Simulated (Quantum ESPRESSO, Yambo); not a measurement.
## AlAs (F-43m): G0W0 in Yambo against the screening cutoff

Aim: move the screening cutoff of a G0W0 run on AlAs (F-43m) over a wide range.

Calculated with Yambo 5.3.0; PBE and many-body steps on it, plane waves.

Report form: the programs' logs are mostly left out.

### 1. The starting structure

Symmetry: F-43m, No. 216, cubic system. Conventional cell: a = 5.661 Å, b = 5.661 Å, c = 5.661 Å, α = 90.00°, β = 90.00°, γ = 90.00°. Nearest to Al lie 4 As at 2.45 Å. Nearest to As lie 4 Al at 2.45 Å. Farther neighbours are not listed.

Structure file:

```cif
data_structure
_symmetry_space_group_name_H-M 'P 1'
_symmetry_Int_Tables_number 1
_cell_length_a 4.0028
_cell_length_b 4.0028
_cell_length_c 4.0028
_cell_angle_alpha 60.000
_cell_angle_beta 60.000
_cell_angle_gamma 60.000
_cell_volume 45.35
loop_
_atom_site_label
_atom_site_type_symbol
_atom_site_fract_x
_atom_site_fract_y
_atom_site_fract_z
_atom_site_occupancy
Al1 Al 0.00000 0.00000 0.00000 1
As2 As 0.25000 0.25000 0.25000 1
```

The cell and positions come from the Crystallography Open Database and are kept as given unless a step says otherwise.

### 2. 3.25 Ha

This step: Yambo 5.3.0; G0W0 on PBE, plane waves, norm-conserving pseudopotentials.

G0W0 replaces the xc potential by the self-energy, built once from these orbitals. Only a window of levels is corrected, while the sums run over the empty bands that the input names.

gw7.in

```
HF_and_locXC
gw0
dyson
ppa
em1d
rim_cut
RandQpts= 1000000
RandGvec= 1 RL
EXXRLvcs= 100 Ry
VXCRLvcs= 400 Ry
Chimod= "HARTREE"
% BndsRnXp
 1 | 148 |
%
NGsBlkXp= 6.5 Ry
% LongDrXp
 1 | 1 | 1 |
%
% GbndRnge
 1 | 148 |
%
DysSolver= "n"
ExtendOut
PPAPntXp= 27.21138 eV
% QPkrange
 1 | 1 | 12 | 15 |
 7 | 7 | 12 | 15 |
%
```

The run is started by

```sh
$ OMP_NUM_THREADS=1 mpirun -n 4 yambo -F gw7.in -J gw7 -C gw7 > gw7.log
```

The job ended after 2 min (4 MPI ranks of Arm Neoverse N1, shared host; peak memory 1.8 GiB).

This step gave:

- G0W0 gap on the points computed: 1.894 eV
- starting gap on the mesh: 1.438 eV
- k of the valence top: 0, 0, 0
- k of the conduction bottom: 0, -0.5, -0.5
- least direct G0W0 gap on the computed points: 2.797 eV
- Z at the valence top: 0.7888
- Z at the conduction bottom: 0.8043

The gap on the mesh goes from 1.44 eV to 1.89 eV, a correction of +0.46 eV.

### 3. 5.25 Ha

gw8.in, as its differences from gw7.in of step 2:

```diff
@@ -14,3 +14,3 @@
 %
-NGsBlkXp= 6.5 Ry
+NGsBlkXp= 10.5 Ry
 % LongDrXp
```

The run is started by

```sh
$ OMP_NUM_THREADS=1 mpirun -n 4 yambo -F gw8.in -J gw8 -C gw8 > gw8.log
```

It took 2.7 min on 4 MPI ranks; peak memory 1.8 GiB.

This step gave:

- G0W0 gap on the points computed: 1.987 eV
- starting gap on the mesh: 1.438 eV
- k of the valence top: 0, 0, 0
- k of the conduction bottom: 0, -0.5, -0.5
- least direct G0W0 gap on the computed points: 2.833 eV
- Z at the valence top: 0.7876
- Z at the conduction bottom: 0.8043

Against the run before, the gap moves by +0.092 eV.

### 4. 10.5 Ha

gw9.in, as its differences from gw8.in of step 3:

```diff
@@ -14,3 +14,3 @@
 %
-NGsBlkXp= 10.5 Ry
+NGsBlkXp= 21 Ry
 % LongDrXp
```

The run is started by

```sh
$ OMP_NUM_THREADS=1 mpirun -n 4 yambo -F gw9.in -J gw9 -C gw9 > gw9.log
```

Wall time 11 min (4 MPI ranks); peak memory 1.9 GiB; 42 min of CPU time.

This step gave:

```
G0W0 gap on the points computed              : 1.992 eV
starting gap on the mesh                     : 1.438 eV
k of the valence top                         : 0, 0, 0
k of the conduction bottom                   : 0, -0.5, -0.5
least direct G0W0 gap on the computed points : 2.832 eV
```

Against the run before, the gap moves by +0.005 eV.

### 5. 13 Ha

gw10.in, as its differences from gw9.in of step 4:

```diff
@@ -14,3 +14,3 @@
 %
-NGsBlkXp= 21 Ry
+NGsBlkXp= 26 Ry
 % LongDrXp
```

The run is started by

```sh
$ OMP_NUM_THREADS=1 mpirun -n 4 yambo -F gw10.in -J gw10 -C gw10 > gw10.log
```

The job ended after 18 min (4 MPI ranks; peak memory 1.9 GiB).

Numbers from this step:

```yaml
g0w0_gap_on_the_points_computed: 1.990 eV
starting_gap_on_the_mesh: 1.438 eV
k_of_the_valence_top: 0, 0, 0
k_of_the_conduction_bottom: 0, -0.5, -0.5
least_direct_g0w0_gap_on_the_computed_points: 2.832 eV
```

Against the run before, the gap moves by −0.001 eV.

### 6. The runs together

Times are wall times on 4 MPI ranks of Arm Neoverse N1, shared host, good to a factor of about two.

| run | mesh | bands | screening cutoff (eV) | DFT gap (eV) | gap on the mesh (eV) | direct (eV) | time |
| --- | --- | --- | --- | --- | --- | --- | --- |
| 3.25 Ha | 4×4×4 | 148 | 88.4 | 1.438 | 1.894 | 2.797 | 2 min |
| 5.25 Ha | 4×4×4 | 148 | 142.9 | 1.438 | 1.987 | 2.833 | 2.7 min |
| 10.5 Ha | 4×4×4 | 148 | 285.7 | 1.438 | 1.992 | 2.832 | 11 min |
| 13 Ha | 4×4×4 | 148 | 353.7 | 1.438 | 1.990 | 2.832 | 18 min |

### 7. Summary of results

```yaml
3p25_ha: 1.894 eV
5p25_ha: 1.987 eV
10p5_ha: 1.992 eV
13_ha: 1.990 eV
known_limits: not at the basis limit; no spin-orbit coupling; coarse k mesh
```

**Reading.** The setting moved: screening cutoff. From 3.25 Ha to 13 Ha the gap moves by +0.10 eV, for 9.1 times the time. It holds to 0.03 eV from 5.25 Ha on. Bands and screening cutoff are coupled, so a series along one setting does not show full convergence. Bands and cutoff are finite, so the gap is not at the basis limit. The miss can reach some tenths of an eV and take either sign; the mesh is an error of its own. In the G0W0 runs levels were corrected at 2 k points alone, so a gap called «on the mesh» is the least over those, and an edge elsewhere would be missed. The 4×4×4 mesh is coarse for this cell, which bears on the long-range parts of exchange and screening. The many-body steps are scalar-relativistic: spin-orbit coupling is not in them.

[Paths, hosts, dates, memory and timing lines, banners, echoed tables and standing remarks are left out of the program output.]

[Logs are printed without paths, hosts, clocks, repeated set-up lines and the standing remarks that a program may print on its own settings, such as how far it seeks lower states.]

[Runs of the session that timed out or met a known fault of the program may be left out.]

[Hosts, paths, dates, database ids (printed as entryN), source tags and the programs' standing remarks are cut or masked in the printed files.]
